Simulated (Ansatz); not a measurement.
**Moving the functional in Hf2S**

The cell as given:

```xyz
6
Lattice="3.3743 0.0000 0.0000 -1.6871 2.9222 0.0000 0.0000 0.0000 11.7174" Properties=species:S:1:pos:R:3 pbc="T T T"
Hf    0.0000    1.9481    1.1739
Hf    1.6871    0.9741    7.0327
Hf    0.0000    1.9481    4.6848
Hf    1.6871    0.9741   10.5435
S     0.0000    0.0000    2.9294
S     0.0000    0.0000    8.7881
```

The cell comes from a database or a generator and needn't be the stable form of this composition.

Kept alike: task relaxation of cell and atoms; k mesh 9 × 9 × 3; occupations fermi-dirac, width 0.05 eV; no spin polarisation. Program: Ansatz, Ansatz PAW. Cutoffs run from 420 to 500 eV. The mesh is that of the run's cell of 6 atoms. No spin-orbit coupling.

| run | volume (Å³/atom) | first edge of the run's cell (Å) | third edge of the run's cell (Å) |
| --- | --- | --- | --- |
| A | 18.842 | 3.341 | 11.692 |
| B | 18.377 | 3.314 | 11.592 |
| C | 19.376 | 3.378 | 11.767 |

The relaxations keep at least the cell's symmetry (P6_3/mmc). For a metal such a mesh leaves the last digits unconverged. Relaxations stop with a little pressure left, so the last digits of a volume or edge aren't settled. All rows use potentials made for PBE.

Q: The runs differ in the functional (and the cutoff that goes with it) alone: LDA; PBEsol; r2SCAN. Which run is which?

A: Run A is PBEsol; run B is LDA; run C is r2SCAN. The volume runs from 18.377 (LDA) to 19.376 Å³/atom (r2SCAN). The first edge of the run's cell runs from 3.314 (LDA) to 3.378 Å (r2SCAN). The third edge of the run's cell runs from 11.592 (LDA) to 11.767 Å (r2SCAN).
